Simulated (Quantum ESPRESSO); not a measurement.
**Ti and the effect of the choice of potentials or basis**

The cell as given:

The structure is cubic, space group Im-3m (No. 229). Conventional cell: a = 3.282 Å, b = 3.282 Å, c = 3.282 Å, α = 90.00°, β = 90.00°, γ = 90.00°. Ti (site symmetry m-3m) is surrounded by 8 Ti at 2.84 Å.

This isn't the form of Ti at room conditions, which is hcp.

Kept alike: task relaxation of cell and atoms; functional PBEsol; k mesh 11 × 11 × 11; occupations fermi-dirac, width 0.05 eV; no spin polarisation. Program: Quantum ESPRESSO. Cutoffs run from 612 to 1143 eV. The mesh is that of the run's cell of 1 atom. No spin-orbit coupling.

```csv
choice of potentials or basis,volume (Å³/atom)
GBRV 1.5 PBEsol,16.522
PseudoDojo 0.4 SR PBEsol stringent,16.543
PseudoDojo 0.4.1 SR PBEsol standard,16.543
```

The relaxations keep at least the cell's symmetry (Im-3m). For a metal such a mesh leaves the last digits unconverged. Relaxations stop with a little pressure left, so the last digits of a volume or edge aren't settled.

What does the choice of potentials or basis change here?

The volume runs from 16.522 (GBRV 1.5 PBEsol) to 16.543 Å³/atom (PseudoDojo 0.4 SR PBEsol stringent; PseudoDojo 0.4.1 SR PBEsol standard).
